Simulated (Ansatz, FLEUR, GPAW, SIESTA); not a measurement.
## CdTe: 4 runs at one level of theory

```
Te Cd
1.0
     0.00000    3.20500    3.20500
     3.20500    0.00000    3.20500
     3.20500    3.20500    0.00000
Te Cd
1 1
Direct
  0.75000 0.75000 0.75000
  0.00000 0.00000 0.00000
```

Alike in all runs: task band structure; functional RPBE; k mesh 7 × 7 × 7; occupations fermi-dirac, width 0.05 eV; no spin polarisation; no spin-orbit coupling. Pressure is positive in compression and, in plane waves, holds the error of the finite cutoff. Gaps are the smaller of the mesh's and the band path's.

```tsv
program and potentials	plane-wave cutoff (eV)	notes	band gap (eV)	pressure (GPa)
SIESTA, files PseudoDojo sr-pbe-0.4.1-standard, DZP (energy shift 0.003 Ry; two zetas on semicore shells)	-	atomic basis; potentials made for PBE; 18 valence electrons an atom on average	1.33	5.67
GPAW, the program's PAW data sets (release 1.2.1) made for this functional	600	9 valence electrons an atom on average	1.02	5.58
Ansatz, all-electron LAPW, scalar-relativistic	-	-	1.03	6.01
FLEUR, all-electron, FLAPW	-	-	1.24	-
```

The band gap spans 1.02 (GPAW, the program's PAW data sets (release 1.2.1) made for this functional) to 1.33 eV (SIESTA, files PseudoDojo sr-pbe-0.4.1-standard, DZP (energy shift 0.003 Ry; two zetas on semicore shells)), with all-electron results at 1.03 to 1.24. The pressure spans 5.58 (GPAW, the program's PAW data sets (release 1.2.1) made for this functional) to 6.01 GPa (Ansatz, all-electron LAPW, scalar-relativistic), with all-electron results at 6.01. Spin-orbit coupling, left out here, moves the band edges of heavy atoms. Rows in atomic bases carry the error of their basis and grid, which can be large.

The functional is the same throughout but for its coding, so the spread measures potentials, basis and numerics; runs on potential files found faulty are left out.
